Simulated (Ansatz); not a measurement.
# Stack of W2NS2 MXene under honeycomb AsN, shifted by two thirds of the diagonal in a perpendicular field, part 3 of 3

Aim: how the stack of W2NS2 MXene under honeycomb AsN, shifted by two thirds of the diagonal screens a field along its normal, and what the field does to its bands. A positive field points along +c.

Ansatz 0.2.0; plane-wave DFT, RPBE-D3(BJ), Ansatz PAW.

So far. Step 7 (Single point, field 0.25 V/Å): The dipole is 0.160 e·Å, 0.120 e·Å from its value without field. Step 8 (Atoms held, field -0.25 V/Å): The dipole is -0.0804 e·Å, -0.120 e·Å from its value without field.

## Step 9: Response, atoms held

This step: plane-wave DFT, RPBE-D3(BJ), Ansatz PAW; response to a field along the normal, atoms held (Ansatz 0.2.0).

The dipoles give the slope, and the difference of two potentials shows where the field is screened.

This step gave:

```yaml
equivalent_conductor_thickness_p_eps_0ae: 12.25 Å
distance_between_the_outer_atoms: 9.798 Å
```

Table of dipole of the cell by applied field:

```tsv
applied field (V/Å)	dipole of the cell (e·Å)
-0.250	-0.0804
-0.030	0.0256
0.000	0.0401
0.030	0.0545
0.150	0.112
0.250	0.160
```

Local field over the applied field, running mean. From the potentials at -0.03 and 0.03 V/Å; running mean over 2.5 Å. The local field over applied field by z:

```tsv
z (Å)	local field over applied field
4.5	0.999
5.0	0.996
5.5	0.988
6.0	0.967
6.5	0.915
7.0	0.806
7.5	0.647
8.0	0.468
8.5	0.288
9.0	0.147
9.5	0.0679
10.0	0.0284
10.5	0.0147
11.0	0.0165
11.5	0.00943
12.0	-0.00122
12.5	5.9e-4
13.0	0.00181
13.5	0.00128
14.0	8.6e-4
14.5	0.00198
15.0	0.00534
15.5	0.0112
16.0	0.0180
16.5	0.0187
17.0	0.0109
17.5	0.0110
18.0	0.0203
18.5	0.0441
19.0	0.122
19.5	0.265
20.0	0.432
20.5	0.604
21.0	0.769
21.5	0.888
22.0	0.952
22.5	0.980
23.0	0.992
23.5	0.997
```

The induced electron density oscillates, so the rows of the table below give means over windows of 1 Å about each position, cut where the curve ends. Its maxima inside the range that stand out by 2 % of the span (Å: e/Å³ per V/Å): 8.0: 0.00377, 9.1: 0.00128, 10.7: 0.00113, 12.9: 8.7e-5, 14.2: 9.8e-5, 17.7: 8.0e-4, 19.3: -3.5e-4. Its minima: 8.8: 9.3e-4, 10.0: -0.00105, 11.3: -3.2e-4, 13.6: -1.3e-4, 16.1: -2.2e-4, 18.2: -8.6e-4, 20.0: -0.00361.

Electrons, planar mean, per unit field. The induced electron density by z; means over each step:

z (Å), induced electron density (e/Å³ per V/Å) and a bar from the least value:
```
        5    0.00002 ###############
        6    0.00018 ################
        7    0.00120 #####################
        8    0.00314 ##############################
        9    0.00107 ####################
       10   -0.00041 #############
       11    0.00033 ################
       12   -0.00002 ###############
       13    0.00001 ###############
       14    0.00001 ###############
       15   -0.00004 ###############
       16   -0.00016 ##############
       17    0.00016 ###############
       18   -0.00007 ##############
       19   -0.00068 ###########
       20   -0.00301 
       21   -0.00141 ########
       22   -0.00028 #############
       23   -0.00004 ##############
```

By hand: between -0.03 and 0.03 V/Å the dipole changes by 0.02888 e·Å, a slope of 0.4814 e·Å²/V. A perfect conductor of thickness t has p = ε₀AEt, so t = 180.95 × 0.4814 / 7.109 = 12.25 Å (e/ε₀ = 180.95 V·Å, A in Å²).

The induced dipole is that of a conductor 12.25 Å thick.

## Step 10: The same run with other settings

This step: plane-wave DFT, RPBE-D3(BJ), Ansatz PAW (Ansatz 0.2.0).

A run with a changed input: it repeats the earlier run at 0.03 V/Å with efield.dipole_correction from true to false.

Contents of input.yaml:

```yaml
crystal:
  lattice:
    - [2.8651613582, 0.0, 0.0]
    - [-1.4325806791, 2.4813025221, 0.0]
    - [0.0, 0.0, 27.797929356]
  atoms:
    - { symbol: S, position: [0.3333333333, 0.6666666667, 0.3237651224] }
    - { symbol: W, position: [0.6666666667, 0.3333333333, 0.3848287799] }
    - { symbol: "N", position: [0.0, 0.0, 0.4346259826] }
    - { symbol: W, position: [0.3333333333, 0.6666666667, 0.4843299619] }
    - { symbol: S, position: [0.6666666667, 0.3333333333, 0.545290009] }
    - { symbol: "N", position: [0.3333333333, 0.6666666667, 0.6409446248] }
    - { symbol: As, position: [0.0, 0.0, 0.6762348776] }
kpoints:
  mp_grid: { grid: [18, 18, 1] }
  band_path:
    path: [[0, 0, 0], [0.5, 0, 0], [0.33333333, 0.33333333, 0], [0, 0, 0]]
    npoints: 16
hamiltonian:
  xc: rpbe
  dispersion: d3bj
scf:
  occupations: { method: fermi_dirac, width: 0.05 }
  convergence: { dr2_threshold: 1.0e-10 }
efield:
  axis: 3
  dipole_correction: false
  ramp_position: 0.97
  ramp_width: 0.06
  amplitude: 0.03
output:
  write_potential: true
  write_density: true
  volumetric_format: npy
```

Started as:

```console
> ansatz run input.yaml --threads 2 --pin off --max-ram 3072MiB --backend cpu --events-out ev --progress --plain --runs-dir out
```

Numbers of over 12 decimals in the logs are rounded to 6 here.

Log:

```text
[...]
Crystal: 7 atoms, lattice volume = 197.625 Å³
Basis set: ecut = 420 eV, 3873 PW (Γ)
Bands: 40, of which v1, the nominal top of the filled ones, is band 33 counted from 1 (32 counted from 0)
Symmetry: 6 space group operations
[...]
k-points: 37 of 324 (time reversal used)
[...]
SCF iter   1: F=—  HF=-28252.618331 eV  |F-HF|=—  |Δ(HF+E_count)|=         —  Δρ=7.14e-3  dr2=7.91e-1  ethr=1.77e-3  p=0.001 e·Å  V_vac-E_F(+/−)=4.97/4.20 eV  ⟨swp⟩=9.5  Hψ=8074  notcnv=0  defer=2
[...]
SCF iter  21: F=-28252.542790 eV  HF=-28252.542790 eV  |F-HF|=7.28e-12  |Δ(HF+E_count)|=  2.18e-11  Δρ=2.92e-8  dr2=4.86e-12  ethr=1.00e-12  p=0.097 e·Å  V_vac-E_F(+/−)=4.39/3.83 eV  ⟨swp⟩=11.9  Hψ=4013  notcnv=0
SCF 1 converged in 21 iterations: F = -28252.542790 eV  dr2 = 4.86e-12
[...]
SCF converged after 21 iterations
Free energy (F): -28252.542790 eV
[...]
Internal energy: -28252.523430 eV  (E = F + TS)
E sigma→0 (E₀):  -28252.533110 eV
Entropy (-TS):   -0.019360 eV (-2.766 meV/atom)
Fermi energy:    5.128176 eV
Dipole field:    D = 0.089161 V/Å  (p = 0.097376 e·Å, saw-weighted)
Work function:   not extracted (applied field tilts the vacuum); planar V_es + V_field profile in the machine report
[...]
--- Band table (eV; the first three rows and the last of 37) ---
  k-point 0: bands = [... 29 lower, 4.3551, 4.6398, 4.6398, 4.7136, 4.7136, 5.6101, 5.6101, 6.5939, ... 3 higher]
  k-point 1: bands = [... 29 lower, 3.9503, 4.0916, 4.4888, 5.2197, 5.3021, 5.3702, 5.5347, 6.8286, ... 3 higher]
  k-point 2: bands = [... 29 lower, 3.3640, 3.6302, 4.4885, 4.9325, 5.3219, 5.6995, 5.9473, 7.3059, ... 3 higher]
  k-point 36: bands = [... 29 lower, 1.7793, 4.6710, 5.2206, 5.3213, 5.6458, 5.7554, 7.2190, 7.2336, ... 3 higher]
```

Elapsed: 2.4 min, on 2 threads of Arm Neoverse N1, shared host; peak memory 0.61 GiB; 2.5 min of CPU time.

```tsv
quantity	this run	earlier run	difference
dipole along the normal (e·Å)	0.09738	0.05450	0.043
```

With the dipole correction off, the periodic images add a field of their own to the typed one.

It moves by +0.0429 e·Å.

These numbers are not those of the isolated slab.

## Step 11: Varying the input

An input spoilt on purpose, to show how the run answers: it repeats the earlier run at 0.03 V/Å with efield.amplitude from 0.03 to 3.0, and scf.max_iter set to 50.

Changes to input.yaml since step 10:

```diff
@@ -24,8 +24,9 @@
   convergence: { dr2_threshold: 1.0e-10 }
+  max_iter: 50
 efield:
   axis: 3
-  dipole_correction: false
+  dipole_correction: true
   ramp_position: 0.97
   ramp_width: 0.06
-  amplitude: 0.03
+  amplitude: 3.0
 output:
```

Log:

```text
[...]
Crystal: 7 atoms, lattice volume = 197.625 Å³
Basis set: ecut = 420 eV, 3873 PW (Γ)
Bands: 40, of which v1, the nominal top of the filled ones, is band 33 counted from 1 (32 counted from 0)
Symmetry: 6 space group operations
[...]
k-points: 37 of 324 (time reversal used)
[...]
SCF iter   1: F=—  HF=-28259.016919 eV  |F-HF|=—  |Δ(HF+E_count)|=         —  Δρ=7.74e-2  dr2=3.07e1  ethr=3.10e-3  p=1.660 e·Å  D=1.52e0 V/Å  ΔV_dip=-42.24 eV  dr2_dipole=3.16e0  V_vac-E_F(+/−)=24.99/4.75 eV  ⟨swp⟩=11.3  Hψ=9433  notcnv=0  defer=4
[...]
SCF iter  15: F=-28254.765739 eV  HF=-28254.765739 eV  |F-HF|=8.00e-11  |Δ(HF+E_count)|=  7.28e-11  Δρ=7.65e-8  dr2=1.47e-11  ethr=1.00e-12  p=1.441 e·Å  D=1.32e0 V/Å  ΔV_dip=-36.67 eV  dr2_dipole=3.01e-12  V_vac-E_F(+/−)=24.06/-1.15 eV  ⟨swp⟩=19.8  Hψ=8586  notcnv=0
WARN: efield: at this solve's end the planar-averaged density reaches 9.61e-4 e/Å³ inside the ramp window [0.9340, 0.2072] (bound 1e-5 e/Å³); the window's nearer edge stands 3.24 Å from this solve's nearest atom along the axis. Its free energy, forces, stress, dipole, levels and responses can be off, and this figure does not tell by how much. The cell may have no vacuum along `efield.axis`. A short vacuum, a low `basis.ecutwfc` or `basis.ecutrho_ratio` and negative occupations (`scf.occupations.method`) can put density there. See the manual's quickstart, § The vacuum guard
SCF 1 converged in 15 iterations: F = -28254.765739 eV  dr2 = 1.47e-11
[...]
SCF converged after 15 iterations
Free energy (F): -28254.765739 eV
[...]
Internal energy: -28254.748366 eV  (E = F + TS)
E sigma→0 (E₀):  -28254.757052 eV
Entropy (-TS):   -0.017373 eV (-2.482 meV/atom)
Fermi energy:    4.472037 eV
Dipole field:    D = 1.319240 V/Å  (p = 1.440799 e·Å, saw-weighted, corrected)
Work function:   not extracted (applied field tilts the vacuum); planar V_es + V_field profile in the machine report
[...]
Vacuum region:   at the solve's end the planar-averaged density reaches 9.61e-4 e/Å³ inside the ramp window [0.9340, 0.2072] (bound 1e-5 e/Å³)
[...]
--- Band table (eV; the first three rows and the last of 37) ---
  k-point 0: bands = [... 29 lower, 3.9601, 3.9601, 4.0285, 4.0419, 4.0419, 4.9337, 4.9337, 4.9893, ... 3 higher]
  k-point 1: bands = [... 29 lower, 3.4161, 3.5319, 4.0671, 4.5302, 4.6240, 4.7076, 4.8610, 5.0651, ... 3 higher]
  k-point 2: bands = [... 29 lower, 2.9565, 3.6000, 4.0049, 4.2930, 4.6442, 5.0228, 5.2739, 5.2740, ... 3 higher]
  k-point 36: bands = [... 29 lower, 2.7686, 3.9774, 4.5812, 4.6961, 4.9685, 6.4854, 6.6003, 6.6222, ... 3 higher]
```

Elapsed: 2.9 min, on 2 threads; peak memory 0.6 GiB.

```tsv
quantity	this run	earlier run	difference
dipole along the normal (e·Å)	1.441	0.05450	1.4
```

The applied field differs between the two, so the dipoles differ in any case.

In so strong a field the program warns of density in the ramp of the sawtooth; these numbers are not the system's.

## Step 12: Outcome

| Item | Value |
| --- | --- |
| gap without field | none |
| work function, upper face | 3.66 eV |
| step between the vacuum levels | -1.02 eV |
| equivalent conductor thickness, atoms held | 12.3 Å |

The induced dipole equals that of a perfect conductor 12.25 Å thick, while the outer atoms lie 9.80 Å apart. The two faces differ: the vacuum level above lies 1.02 eV lower than the one below. There is no gap over 0.03 eV, with or without the field. The main runs have no spin polarisation; a magnetic state could lie lower and would change these results. Spin-orbit coupling is left out, which matters for the bands of elements this heavy. RPBE with D3(BJ) overbinds, and the relaxed cell is some per cent too small. The MXene's terminations sit over the metal atoms of its far layer; the site over carbon or nitrogen, which some compounds prefer, was not run. With this functional, D3(BJ) tends to leave the relaxed cell short of measured lattice constants, by some per cent.

[Logs are printed without paths, hosts, clocks, repeated set-up lines and the standing remarks that a program may print on its own settings, such as how far it seeks lower states.]

[Hosts, paths, dates, database ids (printed as entryN), source tags and the programs' standing remarks are cut or masked in the printed files.]

[Maps of the electrostatic potential energy from Ansatz leave out the sawtooth potential of an applied field or a dipole correction, so their vacuum need not be flat; planar profiles and work functions include it.]
